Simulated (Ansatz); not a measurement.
## CaSe: energy along a strain

CaSe, Fm-3m, a = 5.912 Å (as given, not relaxed at this level: -1.1 GPa). Ansatz: PBEsol, PAW, 420 eV, Γ-centred 8×8×8 mesh on 2 atoms, Gaussian smearing 0.05 eV; no spin polarisation. Cell vectors (Å): 0.000 2.956 2.956; 2.956 0.000 2.956; 2.956 2.956 0.000. The cell is strained by x per cent times the pattern (0 0 0 0 0 1) in the order xx yy zz yz xz xy (engineering shears), with fractional coordinates held. y is the free energy over the start, V0 = 25.829 Å³/atom. Symmetry makes y even in x. Points with a strain past 8.5 % were computed too (2) and aren't used here.

| x (%) | y (meV/atom) |
| --- | --- |
| -5.00 | 5.38 |
| 0.00 | 0.00 |
| 1.25 | 0.33 |
| 2.50 | 1.34 |
| 3.75 | 3.02 |
| 6.25 | 8.42 |
| 7.50 | ? |

Q: Fit y = c2 x² + c4 x⁴ to the other rows, get the stiffness along the pattern, and predict the missing energy.

A: Least squares on the rows shown. y = 0.2143 x² + 3.128×10⁻⁵ x⁴. The clamped-ion stiffness p·C·p = 2 × 2.143 eV × 160.2 / 25.829 Å³ = 27 GPa, which is C66 in these axes (C44 of the cubic crystal) (second derivative at the start, which stands under stress). At x = 7.50 the fit asked for gives 12.15 meV/atom. The run gave 12.15 meV/atom, the same to the digits shown.